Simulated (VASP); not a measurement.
# GaP (F-43m) in VASP: Born charges and dielectric tensor with LDA

Aim: the Born charges and dielectric tensor of GaP with LDA.

Program: VASP 6.6.1. These are calculated values, not measurements. Logs are shortened: lines on timing, memory, paths and dates and some standing lists are left out, and cuts for length are marked.

**Measured values to compare with.**

“Stacking defects in GaP nanowires: Electronic structure and optical properties”, 2018, arxiv:1810.01194 quotes, for a bulk crystal of GaP at 10 K: band gap 2.34 eV (indirect).

The results are compared with them further down.

## Step 1: The crystal as given

The structure is cubic, space group F-43m (No. 216). The conventional cell has a = 5.393 Å, b = 5.393 Å, c = 5.393 Å, α = 90.00°, β = 90.00°, γ = 90.00°. Around Ga (site symmetry -43m) lie 4 P at 2.34 Å. P (site symmetry -43m) has 4 Ga at 2.34 Å as nearest neighbours.

The cell is a database's computed one.

## Step 2: Born charges and dielectric tensor, LDA

Input file INCAR:

```
ALGO = Normal
EDIFF = 1E-8
ENCUT = 600
IBRION = 8
ISIF = 2
ISMEAR = 0
LASPH = True
LCHARG = False
LEPSILON = True
LREAL = False
LWAVE = False
NELM = 100
NSW = 1
PREC = Accurate
SIGMA = 0.02
```

Input file KPOINTS:

```
k-points
0
Gamma
  8 8 8
```

Input file POSCAR:

```
GaP
1.0
    0.0000000000      2.6964800000      2.6964800000
    2.6964800000      0.0000000000      2.6964800000
    2.6964800000      2.6964800000      0.0000000000
Ga P
1 1
Direct
    0.0000000000      0.0000000000      0.0000000000
    0.7500000000      0.7500000000      0.7500000000
```

Potentials or basis: VASP PAW LDA potentials, release 64 (Ga_d, P).

Started as:

```
$ cat potpaw_LDA.64/Ga_d/POTCAR potpaw_LDA.64/P/POTCAR > POTCAR
$ mpirun -np 1 vasp_std > vasp.out
```

OUTCAR:

```text
EDIFF = 1E-8
   ENCUT = 600
   IBRION = 8
   ISIF = 2
   ISMEAR = 0
   LASPH = True
   LEPSILON = True
   LREAL = False
   NELM = 100
   NSW = 1
   PREC = Accurate

 ion  position               nearest neighbor table
   1  0.000  0.000  0.000-   2 2.34   2 2.34   2 2.34   2 2.34
   2  0.750  0.750  0.750-   1 2.34   1 2.34   1 2.34   1 2.34

  LATTYP: Found a face centered cubic cell.
 ALAT       =     5.3929600000

  Lattice vectors:

 A1 = (   0.0000000000,   2.6964800000,   2.6964800000)
 A2 = (   2.6964800000,   0.0000000000,   2.6964800000)
 A3 = (   2.6964800000,   2.6964800000,   0.0000000000)

Analysis of symmetry for initial positions (statically):
=====================================================================
 Subroutine PRICEL returns:
 Original cell was already a primitive cell.

 Routine SETGRP: Setting up the symmetry group for a
 face centered cubic supercell.

 Subroutine GETGRP returns: Found 24 space group operations
 (whereof 24 operations were pure point group operations)
 out of a pool of 48 trial point group operations.

The static configuration has the point symmetry T_d .

Analysis of symmetry for dynamics (positions and initial velocities):
=====================================================================
 Subroutine PRICEL returns:
 Original cell was already a primitive cell.

 Routine SETGRP: Setting up the symmetry group for a
 face centered cubic supercell.

 Subroutine GETGRP returns: Found 24 space group operations
 (whereof 24 operations were pure point group operations)
 out of a pool of 48 trial point group operations.

The dynamic configuration has the point symmetry T_d .

 Subroutine INISYM returns: Found 24 space group operations
 (whereof 24 operations are pure point group operations),
 and found     1 'primitive' translations

----------------------------------------------------------------------------------------

                                     Primitive cell

  volume of cell :      39.2122

  direct lattice vectors                    reciprocal lattice vectors
     0.000000000  2.696480000  2.696480000    -0.185426927  0.185426927  0.185426927
     2.696480000  0.000000000  2.696480000     0.185426927 -0.185426927  0.185426927
     2.696480000  2.696480000  0.000000000     0.185426927  0.185426927 -0.185426927

  length of vectors
     3.813398587  3.813398587  3.813398587     0.321168859  0.321168859  0.321168859

  position of ions in fractional coordinates (direct lattice)
     0.000000000  0.000000000  0.000000000
     0.750000000  0.750000000  0.750000000

  ion indices of the primitive-cell ions
   primitive index   ion index
                 1           1
                 2           2

----------------------------------------------------------------------------------------

 KPOINTS: k-points

Automatic generation of k-mesh.
 Grid dimensions read from file:
 generate k-points for:    8    8    8

 Generating k-lattice:

  Cartesian coordinates                     Fractional coordinates (reciprocal lattice)
    -0.023178366  0.023178366  0.023178366     0.125000000  0.000000000  0.000000000
     0.023178366 -0.023178366  0.023178366     0.000000000  0.125000000  0.000000000
     0.023178366  0.023178366 -0.023178366     0.000000000  0.000000000  0.125000000

  Length of vectors
     0.040146107  0.040146107  0.040146107

[... 529 lines left out ...]
  free energy    TOTEN  =        -1.19561727 eV

  energy without entropy =       -1.19561727

------------------------ aborting loop because EDIFF is reached ----------------------------------------

--------------------------------------- Ionic step        2  -------------------------------------------

------------------------ aborting loop because EDIFF is reached ----------------------------------------

--------------------------------------- Ionic step        3  -------------------------------------------

------------------------ aborting loop because EDIFF is reached ----------------------------------------

 PIEZOELECTRIC TENSOR FIELD DIRECTION 3  (e Angst)
 -----------------------------------------------------------------------------
    -0.00021  1.93019  0.00000           (  0.00000  0.03823  0.00000)
     1.93019 -0.00021  0.00000           (  0.03823  0.00000  0.00000)
     0.00000  0.00000 -0.00138           (  0.00000  0.00000 -0.00000)

 PIEZOELECTRIC TENSOR FIELD DIRECTION 3  (C/m^2)
 -----------------------------------------------------------------------------
    -0.00009  0.78866  0.00000
     0.78866 -0.00009  0.00000
     0.00000  0.00000 -0.00056

--------------------------------------- Ionic step        4  -------------------------------------------

------------------------ aborting loop because EDIFF is reached ----------------------------------------

[... ionic steps 5 to 6 ...]

--------------------------------------- Ionic step        7  -------------------------------------------

 Free energy of the ion-electron system (eV)
  ---------------------------------------------------
  ---------------------------------------------------
  free energy    TOTEN  =        -0.04769433 eV

  energy without entropy =       -0.04769433

------------------------ aborting loop because EDIFF is reached ----------------------------------------

 INTERNAL STRAIN TENSOR  FOR ION    2  DIRECTION 1   (eV/Angst):
 -----------------------------------------------------------------------------
    -0.01308  0.00000  0.00000
     0.00000  0.00850  7.71045
     0.00000  7.71045  0.00850

 MACROSCOPIC STATIC DIELECTRIC TENSOR (including local field effects in DFT)
 ------------------------------------------------------
          11.472411     0.000000     0.000000
          -0.000000    11.472411    -0.000000
           0.000000    -0.000000    11.472411
 ------------------------------------------------------

 PIEZOELECTRIC TENSOR (including local field effects)  for field in x, y, z        (e  Angst)
          XX          YY          ZZ          XY          YZ          ZX
  --------------------------------------------------------------------------------
  x    -0.00000    -0.00000    -0.00000     0.00000     1.93784     0.00000
  y     0.00000     0.00000     0.00000     0.00000     0.00000     1.93784
  z    -0.00000    -0.00000     0.00000     1.93784     0.00000     0.00000

 PIEZOELECTRIC TENSOR (including local field effects)  for field in x, y, z        (C/m^2)
          XX          YY          ZZ          XY          YZ          ZX
  --------------------------------------------------------------------------------
  x    -0.00000    -0.00000    -0.00000     0.00000     0.79178     0.00000
  y     0.00000     0.00000     0.00000     0.00000     0.00000     0.79178
  z    -0.00000    -0.00000     0.00000     0.79178     0.00000     0.00000

 BORN EFFECTIVE CHARGES (including local field effects) (in |e|, cummulative output)
 ---------------------------------------------------------------------------------
 ion    1
    1     2.12253     0.00000     0.00000
    2    -0.00000     2.12253    -0.00000
    3    -0.00000     0.00000     2.12253
 ion    2
    1    -2.12253    -0.00000    -0.00000
    2     0.00000    -2.12253     0.00000
    3     0.00000    -0.00000    -2.12253

 INTERNAL STRAIN TENSOR FOR ION    2 for displacements in x,y,z  (eV/Angst):
          X           Y           Z          XY          YZ          ZX
  --------------------------------------------------------------------------------
  x    -0.00000     0.00000     0.00000     0.00000     7.71045     0.00000
  y     0.00000    -0.00000     0.00000     0.00000     0.00000     7.71045
  z     0.00000     0.00000    -0.00000     7.71045     0.00000     0.00000

 SECOND DERIVATIVES (NOT SYMMETRIZED)
 ------------------------------------
               1X          1Y          1Z          2X          2Y          2Z
  1X   -10.442514    0.000000    0.000000   10.442514    0.000000    0.000000
  1Y     0.000000  -10.442514    0.000000    0.000000   10.442514    0.000000
  1Z     0.000000    0.000000  -10.442514    0.000000    0.000000   10.442514
  2X    10.475275    0.000000    0.000000  -10.475275    0.000000    0.000000
  2Y     0.000000   10.475275    0.000000    0.000000  -10.475275    0.000000
  2Z     0.000000    0.000000   10.475275    0.000000    0.000000  -10.475275

 Eigenvectors and eigenvalues of the dynamical matrix
 ----------------------------------------------------

   1 f  =   10.920591 THz    68.616099 2PiTHz  364.271717 cm-1    45.163916 meV
             X         Y         Z           dx          dy          dz
      0.000000  0.000000  0.000000     0.000000    0.554012    0.000000
      4.044720  4.044720  4.044720     0.000000   -0.832509    0.000000
[... 21 lines left out ...]
   6 f/i=    0.007889 THz     0.049565 2PiTHz    0.263132 cm-1     0.032624 meV
             X         Y         Z           dx          dy          dz
      0.000000  0.000000  0.000000     0.000000    0.000000    0.832509
      4.044720  4.044720  4.044720     0.000000    0.000000    0.554012

--------------------------------------------------------------------------------------------------------

 MACROSCOPIC STATIC DIELECTRIC TENSOR IONIC CONTRIBUTION
 ------------------------------------------------------
           1.987763    -0.000000    -0.000000
          -0.000000     1.987763     0.000000
          -0.000000     0.000000     1.987763
 ------------------------------------------------------

 ELASTIC MODULI CONTR FROM IONIC RELAXATION (kBar)
 Direction    XX          YY          ZZ          XY          YZ          ZX
 --------------------------------------------------------------------------------
 XX          -0.0000      0.0000      0.0000      0.0000      0.0000      0.0000
 YY           0.0000     -0.0000      0.0000      0.0000      0.0000      0.0000
 ZZ           0.0000      0.0000     -0.0000      0.0000      0.0000      0.0000
 XY           0.0000      0.0000      0.0000   -230.0310      0.0000      0.0000
 YZ           0.0000      0.0000      0.0000      0.0000   -230.0310      0.0000
 ZX           0.0000      0.0000      0.0000      0.0000      0.0000   -230.0310
 --------------------------------------------------------------------------------

 PIEZOELECTRIC TENSOR IONIC CONTR  for field in x, y, z        (C/m^2)
          XX          YY          ZZ          XY          YZ          ZX
  --------------------------------------------------------------------------------
  x     0.00000     0.00000     0.00000    -0.00000    -0.63628    -0.00000
  y    -0.00000     0.00000    -0.00000     0.00000     0.00000    -0.63628
  z    -0.00000     0.00000     0.00000    -0.63628     0.00000    -0.00000
```

Wall time 4.6 min (1 thread of Intel Xeon 6975P-C (Granite Rapids), shared host); peak memory 0.29 GiB.

What came out:

- Band gap on the k mesh: 1.43 eV, indirect (least direct gap 1.90 eV)
- Electronic dielectric tensor (diagonal): 11.47
- Born charges (mean of the diagonal): Ga +2.12; P -2.12 e
- Highest phonon frequency at Γ, LO-TO splitting left out: 364 cm⁻¹

Phonon frequencies in cm⁻¹ (negative: imaginary):
```csv
q point,frequencies
"(0.000, 0.000, 0.000)",0 0 0 364 364 364
```

Electronic dielectric tensor:
```
11.47  0.00  0.00
 0.00 11.47  0.00
 0.00  0.00 11.47
```

Born effective charge tensors (e):
atom 1, Ga
```
2.12 0.00 0.00
0.00 2.12 0.00
0.00 0.00 2.12
```
atom 2, P
```
-2.12  0.00  0.00
 0.00 -2.12  0.00
 0.00  0.00 -2.12
```

## Step 3: How close it comes

Step 2. Measured gap of GaP: 2.34 eV (indirect; 10 K; quoted in “Stacking defects in GaP nanowires: Electronic structure and optical properties”, 2018, arxiv:1810.01194). This calculation gives 1.43 eV (-0.91 eV). Spin-orbit coupling on Ga is left out. The value is that of LDA on a finite k mesh, which can miss the band edges, without temperature or zero-point motion. Semilocal functionals fall short of measured gaps as a rule. The cell is a database's relaxed one, not the measured one, which moves gaps too.
